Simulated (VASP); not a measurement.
# KBr (Fm-3m) in VASP: further runs

Runs on KBr. Level: PBE. Tasks: single point, relaxation of cell and atoms.

Program: VASP 6.6.1. These are calculated values, not measurements. Logs are shortened: lines on timing, memory, paths and dates and some standing lists are left out, and cuts for length are marked.

### Step 1. Starting point

Symmetry: Fm-3m, No. 225, cubic system. Conventional cell: a = 6.701 Å, b = 6.701 Å, c = 6.701 Å, α = 90.00°, β = 90.00°, γ = 90.00°. Around K (site symmetry m-3m) lie 6 Br at 3.35 Å. Around Br (site symmetry m-3m) lie 6 K at 3.35 Å.

### Step 2. Single point, PBE

Contents of INCAR:

```
ALGO = Normal ; EDIFF = 1E-7
ENCUT = 520 ; GGA = PE
ISIF = 2 ; ISMEAR = -1
LASPH = True ; LCHARG = False
LREAL = False ; LWAVE = False
NBANDS = 15 ; NELM = 80
PREC = Accurate ; SIGMA = 0.02
```

Contents of KPOINTS:

```
k-points
0
Gamma
  6 6 6
```

Contents of POSCAR:

```
KBr
1.0
    0.0000000000      3.3504479108      3.3504479108
    3.3504479108      0.0000000000      3.3504479108
    3.3504479108      3.3504479108      0.0000000000
K Br
1 1
Direct
    0.0000000000      0.0000000000      0.0000000000
    0.5000000000      0.5000000000      0.5000000000
```

Potentials or basis: VASP PAW PBE potentials, release 64 (K_sv, Br).

Launch:

```sh
> cat potpaw_PBE.64/K_sv/POTCAR potpaw_PBE.64/Br/POTCAR > POTCAR
> mpirun -np 1 vasp_std > vasp.out
```

OUTCAR:

```text
EDIFF = 1E-7
   ENCUT = 520
   GGA = PE
   ISIF = 2
   ISMEAR = -1
   LASPH = True
   LREAL = False
   NELM = 80
   PREC = Accurate

 ion  position               nearest neighbor table
   1  0.000  0.000  0.000-
   2  0.500  0.500  0.500-

  LATTYP: Found a face centered cubic cell.
 ALAT       =     6.7008958216

  Lattice vectors:

 A1 = (   0.0000000000,   3.3504479108,   3.3504479108)
 A2 = (   3.3504479108,   0.0000000000,   3.3504479108)
 A3 = (   3.3504479108,   3.3504479108,   0.0000000000)

Analysis of symmetry for initial positions (statically):
=====================================================================
 Subroutine PRICEL returns:
 Original cell was already a primitive cell.

 Routine SETGRP: Setting up the symmetry group for a
 face centered cubic supercell.

 Subroutine GETGRP returns: Found 48 space group operations
 (whereof 48 operations were pure point group operations)
 out of a pool of 48 trial point group operations.

The static configuration has the point symmetry O_h .

Analysis of symmetry for dynamics (positions and initial velocities):
=====================================================================
 Subroutine PRICEL returns:
 Original cell was already a primitive cell.

 Routine SETGRP: Setting up the symmetry group for a
 face centered cubic supercell.

 Subroutine GETGRP returns: Found 48 space group operations
 (whereof 48 operations were pure point group operations)
 out of a pool of 48 trial point group operations.

The dynamic configuration has the point symmetry O_h .

 Subroutine INISYM returns: Found 48 space group operations
 (whereof 48 operations are pure point group operations),
 and found     1 'primitive' translations

----------------------------------------------------------------------------------------

                                     Primitive cell

  volume of cell :      75.2209

  direct lattice vectors                    reciprocal lattice vectors
     0.000000000  3.350447911  3.350447911    -0.149233778  0.149233778  0.149233778
     3.350447911  0.000000000  3.350447911     0.149233778 -0.149233778  0.149233778
     3.350447911  3.350447911  0.000000000     0.149233778  0.149233778 -0.149233778

  length of vectors
     4.738248875  4.738248875  4.738248875     0.258480486  0.258480486  0.258480486

  position of ions in fractional coordinates (direct lattice)
     0.000000000  0.000000000  0.000000000
     0.500000000  0.500000000  0.500000000

  ion indices of the primitive-cell ions
   primitive index   ion index
                 1           1
                 2           2

----------------------------------------------------------------------------------------

 KPOINTS: k-points

Automatic generation of k-mesh.
 Grid dimensions read from file:
 generate k-points for:    6    6    6

 Generating k-lattice:

  Cartesian coordinates                     Fractional coordinates (reciprocal lattice)
    -0.024872296  0.024872296  0.024872296     0.166666667  0.000000000  0.000000000
     0.024872296 -0.024872296  0.024872296     0.000000000  0.166666667  0.000000000
     0.024872296  0.024872296 -0.024872296     0.000000000  0.000000000  0.166666667

  Length of vectors
     0.043080081  0.043080081  0.043080081

  Shift w.r.t. Gamma in fractional coordinates (k-lattice)
     0.000000000  0.000000000  0.000000000

 Subroutine IBZKPT returns following result:
 ===========================================

 Found     16 irreducible k-points:

 Following reciprocal coordinates:
            Coordinates               Weight
  0.000000  0.000000  0.000000      1.000000
  0.166667  0.000000  0.000000      8.000000
  0.333333  0.000000  0.000000      8.000000
  0.500000  0.000000  0.000000      4.000000
  0.166667  0.166667  0.000000      6.000000
  0.333333  0.166667  0.000000     24.000000
[... 8 lines left out ...]
 -0.333333  0.333333  0.166667     24.000000
 -0.333333  0.500000  0.166667     12.000000
   k-points           NKPTS =     16   k-points in BZ     NKDIM =     16   number of bands    NBANDS=     15
   number of dos      NEDOS =    301   number of ions     NIONS =      2
   total plane-waves  NPLWV =  46656
   dimension x,y,z NGX =    36 NGY =   36 NGZ =   36
   dimension x,y,z NGXF=    72 NGYF=   72 NGZF=   72
   ions per type =               1   1
   NGX,Y,Z   is equivalent  to a cutoff of  12.63, 12.63, 12.63 a.u.
   NGXF,Y,Z  is equivalent  to a cutoff of  25.26, 25.26, 25.26 a.u.
 SYSTEM =  unknown system
   PREC   = accura    normal or accurate (medium, high low for compatibility)
   ISTART =      0    job   : 0-new  1-cont  2-samecut
   ICHARG =      2    charge: 1-file 2-atom 10-const
   ISPIN  =      1    spin polarized calculation?
   LNONCOLLINEAR =      F non collinear calculations
   LSORBIT =      F    spin-orbit coupling
   LASPH  =      T    aspherical Exc in radial PAW
   ENCUT  =  520.0 eV  38.22 Ry    6.18 a.u.   8.81  8.81  8.81*2*pi/ulx,y,z
   NELM   =     80;   NELMIN=  2; NELMDL= -5     # of ELM steps
   EDIFF  = 0.1E-06   stopping-criterion for ELM
   LREAL  =      F    real-space projection
   EDIFFG = 0.1E-05   stopping-criterion for IOM
   NSW    =      0    number of steps for IOM
   IBRION =     -1    ionic relax: 0-MD 1-quasi-New 2-CG
   NFREE  =      0    steps in history (QN), initial steepest desc. (CG)
   ISIF   =      2    stress and relaxation
   ISYM   =      2    0-nonsym 1-usesym 2-fastsym
   POTIM  = 0.5000    time-step for ionic-motion
   TEBEG  =    0.0;   TEEND  =   0.0 temperature during run
   PSTRESS=    0.0 pullay stress
   NELECT =      16.0000    total number of electrons
   NUPDOWN=      -1.0000    fix difference up-down
   EMIN   =  10.00;   EMAX   =-10.00  energy-range for DOS
   EFERMI =   0.00;   METHOD = LEGACY
   ISMEAR =    -1;   SIGMA  =   0.02  broadening in eV -4-tet -1-fermi 0-gaus
   EFERMI_NEDOS =   21; number of points for ismear=-14 and -15
   IALGO  =     38    algorithm
   IMIX   =      4    mixing-type and parameters
     AMIX     =   0.40;   BMIX     =  1.00
     AMIX_MAG =   1.60;   BMIX_MAG =  1.00
  volume/ion in A,a.u.               =      37.61       253.81
  Fermi-wavevector in a.u.,A,eV,Ry     =   0.977242  1.846719 12.993580  0.955001
  Thomas-Fermi vector in A             =   2.107924
   LORBIT       =      0    0 simple, 1 ext, 2 COOP (PROOUT), +10 PAW based schemes
   GGA     = PE    functional components
   LHFCALC =     F    Hartree Fock is set to
   AEXX    =    0.0000 exact exchange contribution
   IVDW    =     0    specifies the selected vdW correction
   LEPSILON=     F    determine dielectric tensor
   LRPA    =     F    only Hartree local field effects (RPA)
 non-spin polarized calculation
  energy-cutoff  :      520.00
  volume of cell :       75.22
 maximum number of plane-waves:      2085
   NGX = 17   NGY = 17   NGZ = 17

 number of electron      16.0000000 magnetization

 Free energy of the ion-electron system (eV)
  ---------------------------------------------------
  ext. energy  EPLUGINS =         0.00000000
  ---------------------------------------------------
  free energy    TOTEN  =        -6.22355960 eV

  energy without entropy =       -6.22355960  energy(sigma->0) =       -6.22355960

 E-fermi :  -1.3849     XC(G=0):  -7.1905

 val. band max:       -1.9148441885   @ k =   0.0000   0.0000   0.0000
 cond. band min:       2.4000844395   @ k =   0.0000   0.0000   0.0000
 fundamental gap:      4.3149286280
 Fermi energy:        -1.3849370204

 k-point     1 :       0.0000    0.0000    0.0000
  band No.  band energies     occupation
      1     -29.7960      2.00000
      2     -14.1540      2.00000
      3     -13.2697      2.00000
      4     -13.2697      2.00000
      5     -13.2697      2.00000
      6      -1.9148      2.00000
      7      -1.9148      2.00000
      8      -1.9148      2.00000
      9       2.4001      0.00000
     10       5.6757      0.00000
     11       5.6757      0.00000
     12       5.6757      0.00000
     13       6.4709      0.00000
     14       6.4709      0.00000
     15       9.5668      0.00000

 k-point     2 :       0.1667    0.0000    0.0000
  band No.  band energies     occupation
      1     -29.7949      2.00000
      2     -14.2030      2.00000
      3     -13.2710      2.00000
      4     -13.2710      2.00000
      5     -13.2056      2.00000
      6      -2.2522      2.00000
      7      -1.9936      2.00000
      8      -1.9936      2.00000
      9       3.0282      0.00000
     10       5.5268      0.00000
     11       5.9856      0.00000
     12       5.9856      0.00000
     13       6.8022      0.00000
     14       6.8022      0.00000
     15      10.4005      0.00000

 k-point     3 :       0.3333    0.0000    0.0000
  band No.  band energies     occupation
      1     -29.7928      2.00000
      2     -14.2859      2.00000
      3     -13.2734      2.00000
      4     -13.2734      2.00000
      5     -13.0920      2.00000
      6      -2.7834      2.00000
      7      -2.1421      2.00000
      8      -2.1421      2.00000
      9       4.1446      0.00000
     10       5.6977      0.00000
     11       6.8132      0.00000
     12       6.8132      0.00000
     13       7.6382      0.00000
     14       7.6382      0.00000
     15       9.3268      0.00000
[... 199 lines left out ...]
 k-point    15 :      -0.3333    0.3333    0.1667
  band No.  band energies     occupation
      1     -29.7907      2.00000
      2     -14.2052      2.00000
      3     -13.3100      2.00000
      4     -13.2991      2.00000
      5     -13.1504      2.00000
      6      -2.6829      2.00000
      7      -2.4063      2.00000
      8      -2.2774      2.00000
      9       5.2154      0.00000
     10       5.6000      0.00000
     11       6.4458      0.00000
     12       7.0805      0.00000
     13       8.2719      0.00000
     14       8.5485      0.00000
     15       8.8992      0.00000

 k-point    16 :      -0.3333    0.5000    0.1667
  band No.  band energies     occupation
      1     -29.7904      2.00000
      2     -14.1379      2.00000
      3     -13.3329      2.00000
      4     -13.3105      2.00000
      5     -13.2081      2.00000
      6      -2.5796      2.00000
      7      -2.3526      2.00000
      8      -2.3352      2.00000
      9       4.6787      0.00000
     10       5.8216      0.00000
     11       6.2604      0.00000
     12       7.1486      0.00000
     13       7.9520      0.00000
     14       8.7234      0.00000
     15       9.1766      0.00000

------------------------ aborting loop because EDIFF is reached ----------------------------------------

  FORCE on cell =-STRESS in cart. coord.  units (eV):
  Direction    XX          YY          ZZ          XY          YZ          ZX
  --------------------------------------------------------------------------------------
  -------------------------------------------------------------------------------------
  Total        0.0259373      0.0259373      0.0259373     -0.0000000      0.0000000      0.0000000
  in kB        0.5524538      0.5524538      0.5524538     -0.0000000      0.0000000      0.0000000
  external PRESSURE =       0.5524538 kB  Pullay stress =       0.0000000 kB

 VOLUME and BASIS-vectors are now :
 -----------------------------------------------------------------------------
  energy-cutoff  :      520.00
  volume of cell :       75.22
      direct lattice vectors                 reciprocal lattice vectors
     0.000000000  3.350447911  3.350447911    -0.149233778  0.149233778  0.149233778
     3.350447911  0.000000000  3.350447911     0.149233778 -0.149233778  0.149233778
     3.350447911  3.350447911  0.000000000     0.149233778  0.149233778 -0.149233778

 POSITION                                       TOTAL-FORCE (eV/Angst)
 -----------------------------------------------------------------------------------
      0.00000      0.00000      0.00000        -0.000000     -0.000000     -0.000000
      3.35045      3.35045      3.35045         0.000000      0.000000      0.000000
 -----------------------------------------------------------------------------------
    total drift:                                0.000000      0.000000      0.000000

  FREE ENERGIE OF THE ION-ELECTRON SYSTEM (eV)
  ---------------------------------------------------
  free  energy   TOTEN  =        -6.2235596034 eV

  energy  without entropy=       -6.2235596034  energy(sigma->0) =       -6.22355960
```

Run time: 14 s. Hardware: 1 thread of Intel Xeon Platinum 8488C (Sapphire Rapids), shared host; peak memory 0.21 GiB.

What came out:

```yaml
Free_energy: -6.2236 eV
Pressure: 0.1 GPa
Band_gap_on_the_k_mesh: 4.31 eV, direct
```

Levels at points of the mesh, in eV from the valence-band top:
```tsv
k point	band 4	band 5	band 6	band 7	band 8	band 9	band 10	band 11	band 12	band 13
(0.00, 0.00, 0.00)	-11.35	-11.35	0.00	0.00	0.00	4.31	7.59	7.59	7.59	8.39
(0.50, 0.00, 0.00)	-11.36	-11.13	-1.09	-0.30	-0.30	6.49	8.06	9.64	9.64	9.93
(0.50, 0.50, 0.00)	-11.38	-11.38	-0.77	-0.27	-0.27	5.91	7.03	9.26	9.29	9.51
```

Expect the measured gap to be larger: semilocal functionals such as PBE lack the derivative discontinuity.

### Step 3. Relaxation of cell and atoms, PBE

This run uses another cell than the first one, of 35.94 Å³/atom, 0.956 times its volume.

Contents of INCAR:

```
SYSTEM = KBr
ALGO     = Normal         ! electronic algorithm
EDIFF    = 1E-6           ! SCF threshold, eV
EDIFFG   = -0.005         ! ionic threshold
ENCUT    = 600            ! plane-wave cutoff, eV
GGA      = PE             ! functional
IBRION   = 2              ! ionic algorithm
ISIF     = 3              ! what is computed and relaxed
ISMEAR   = -1             ! smearing method
LASPH    = .TRUE.         ! aspherical terms in the spheres
LCHARG   = .FALSE.        ! write CHGCAR
LREAL    = .FALSE.        ! projectors in reciprocal space
LWAVE    = .FALSE.        ! write WAVECAR
NELM     = 80             ! most SCF steps
NSW      = 80             ! ionic steps
PREC     = Accurate       ! precision mode
SIGMA    = 0.02           ! smearing width, eV
```

Contents of KPOINTS:

```
k-points
0
G
  6 6 6
  0 0 0
```

Contents of POSCAR:

```
KBr
1.0
    0.0000000000      3.3000000000      3.3000000000
    3.3000000000      0.0000000000      3.3000000000
    3.3000000000      3.3000000000      0.0000000000
K Br
1 1
Direct
    0.0000000000      0.0000000000      0.0000000000
    0.5000000000      0.5000000000      0.5000000000
```

Potentials or basis: VASP PAW PBE potentials, release 64 (K_sv, Br).

Launch:

```sh
> cat potpaw_PBE.64/K_sv/POTCAR potpaw_PBE.64/Br/POTCAR > POTCAR
> mpirun -np 1 vasp_std > vasp.out
```

OUTCAR:

```text
SYSTEM = KBr
   EDIFF = 1E-6
   EDIFFG = -0.005
   ENCUT = 600
   GGA = PE
   IBRION = 2
   ISIF = 3
   ISMEAR = -1
   LASPH = .TRUE.
   LREAL = .FALSE.
   NELM = 80
   NSW = 80
   PREC = Accurate

 ion  position               nearest neighbor table
   1  0.000  0.000  0.000-   2 3.30   2 3.30   2 3.30   2 3.30   2 3.30   2 3.30
   2  0.500  0.500  0.500-   1 3.30   1 3.30   1 3.30   1 3.30   1 3.30   1 3.30

  LATTYP: Found a face centered cubic cell.
 ALAT       =     6.6000000000

  Lattice vectors:

 A1 = (   0.0000000000,   3.3000000000,   3.3000000000)
 A2 = (   3.3000000000,   0.0000000000,   3.3000000000)
 A3 = (   3.3000000000,   3.3000000000,   0.0000000000)

Analysis of symmetry for initial positions (statically):
=====================================================================
 Subroutine PRICEL returns:
 Original cell was already a primitive cell.

 Routine SETGRP: Setting up the symmetry group for a
 face centered cubic supercell.

 Subroutine GETGRP returns: Found 48 space group operations
 (whereof 48 operations were pure point group operations)
 out of a pool of 48 trial point group operations.

The static configuration has the point symmetry O_h .

Analysis of symmetry for dynamics (positions and initial velocities):
=====================================================================
 Subroutine PRICEL returns:
[... 148 lines left out ...]
  free energy    TOTEN  =        -6.21516981 eV

  energy without entropy =       -6.21516981  energy(sigma->0) =       -6.21516981

------------------------ aborting loop because EDIFF is reached ----------------------------------------

  FORCE on cell =-STRESS in cart. coord.  units (eV):
  Direction    XX          YY          ZZ          XY          YZ          ZX
  --------------------------------------------------------------------------------------
  -------------------------------------------------------------------------------------
  Total        0.3452039      0.3452039      0.3452039     -0.0000000      0.0000000      0.0000000
  in kB        7.6951040      7.6951040      7.6951040     -0.0000000      0.0000000      0.0000000
  external PRESSURE =       7.6951040 kB  Pullay stress =       0.0000000 kB
[... 95 lines left out ...]
--------------------------------------- Ionic step        4  -------------------------------------------

 number of electron      15.9999999 magnetization

 Free energy of the ion-electron system (eV)
  ---------------------------------------------------
  ext. energy  EPLUGINS =         0.00000000
  ---------------------------------------------------
  free energy    TOTEN  =        -6.22357827 eV

  energy without entropy =       -6.22357827  energy(sigma->0) =       -6.22357827

 E-fermi :  -1.4264     XC(G=0):  -7.1760

 val. band max:       -1.9285718325   @ k =   0.0000   0.0000   0.0000
 cond. band min:       2.3767808982   @ k =   0.0000   0.0000   0.0000
 fundamental gap:      4.3053527307
 Fermi energy:        -1.4263902200

 k-point     1 :       0.0000    0.0000    0.0000
  band No.  band energies     occupation
      1     -29.8179      2.00000
      2     -14.1637      2.00000
      3     -13.2917      2.00000
      4     -13.2917      2.00000
      5     -13.2917      2.00000
      6      -1.9286      2.00000
      7      -1.9286      2.00000
      8      -1.9286      2.00000
      9       2.3768      0.00000
     10       5.6603      0.00000
     11       5.6603      0.00000
     12       5.6603      0.00000
[... 252 lines left out ...]
  FREE ENERGIE OF THE ION-ELECTRON SYSTEM (eV)
  ---------------------------------------------------
  free  energy   TOTEN  =        -6.2235782688 eV

  energy  without entropy=       -6.2235782688  energy(sigma->0) =       -6.22357827

 reached required accuracy - stopping structural energy minimisation
```

CONTCAR:

```text
KBr
   1.00000000000000
     0.0000000000000000    3.3546283706111195    3.3546283706111195
     3.3546283706111195    0.0000000000000000    3.3546283706111195
     3.3546283706111195    3.3546283706111195    0.0000000000000000
  K               Br
     1     1
Direct
     1.0000000000000000    0.0000000000000000    1.0000000000000000
     0.5000000000000000    0.5000000000000000    0.5000000000000000

  0.00000000E+00  0.00000000E+00  0.00000000E+00
  0.00000000E+00  0.00000000E+00  0.00000000E+00
```

It took 43 s on 1 thread of Intel Xeon Platinum 8488C (Sapphire Rapids), shared host; peak memory 0.25 GiB.

What came out:

```
Free energy                            : -6.2236 eV
Relaxed volume                         : 37.75 Å³/atom
Relaxed cell                           : a = 4.744 Å, b = 4.744 Å, c = 4.744 Å, α = 60.00°, β = 60.00°, γ = 60.00°
Space group after relaxing (to 0.05 Å) : Fm-3m (No. 225)
Energy gained by relaxing              : 4.2 meV/atom
Ionic steps                            : 4
Pressure after relaxing                : 0.0 GPa
Band gap on the k mesh                 : 4.31 eV, direct
```

Step by step:
```tsv
step	energy change (eV)	largest force (eV/Å)	pressure (GPa)	volume (Å³)
1	0.0000	0.0000	0.77	71.87
2	-0.0063	0.0000	0.35	73.68
3	-0.0084	0.0000	0.04	75.31
4	-0.0084	0.0000	0.01	75.50
```

Final structure:
```cif
data_structure
_symmetry_space_group_name_H-M 'P 1'
_symmetry_Int_Tables_number 1
_cell_length_a 4.7442
_cell_length_b 4.7442
_cell_length_c 4.7442
_cell_angle_alpha 60.000
_cell_angle_beta 60.000
_cell_angle_gamma 60.000
_cell_volume 75.50
loop_
_atom_site_label
_atom_site_type_symbol
_atom_site_fract_x
_atom_site_fract_y
_atom_site_fract_z
_atom_site_occupancy
K1 K 0.00000 0.00000 0.00000 1
Br1 Br 0.50000 0.50000 0.50000 1
```
